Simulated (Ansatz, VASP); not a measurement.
Se in VASP and in Ansatz

```
Se
1.0
     4.11515    0.00000    0.00000
     0.00000    8.23624    0.00000
     0.00000    0.00000    2.70640
Se
4
Cartesian
  2.8079 3.1368 1.3534
  3.3648 7.2549 1.3530
  1.3073 5.0994 1.3534
  0.7503 0.9813 1.3530
```

This isn't the form of Se at room conditions, which is trigonal, of chains.

Alike in both runs: task relaxation of cell and atoms; functional PBEsol; k mesh 10 × 6 × 16; occupations gaussian, width 0.1 eV; no spin polarisation.

|  | VASP | Ansatz |
| --- | --- | --- |
| version | VASP 6.6.1 | Ansatz 0.2.0 |
| potentials or method | VASP PAW PBE potentials, release 64 (Se) | scalar-relativistic, plane waves, PAW |
| plane-wave cutoff (eV) | 600 | 420 |
| valence electrons in the cell | 24 | 64 |

Ansatz gave:

```
gap on the k mesh at the Fermi level, each at its own relaxed structure (eV) : none
relaxed volume (Å³/atom)                                                     : 22.93
relaxed cell length with the largest relative difference (Å)                 : 4.115
```

Task: Which values does VASP return?

Result: gap on the k mesh at the Fermi level, each at its own relaxed structure (eV): none; relaxed volume (Å³/atom): 22.93; relaxed cell length with the largest relative difference (Å): 4.109.

A gap of «none» marks a metal or a gap that the smearing closes. The two sets of potentials don't hold the same shells in valence.

Caveats: the PAW data sets were made with another functional, which shifts forces and pressure a little (VASP).
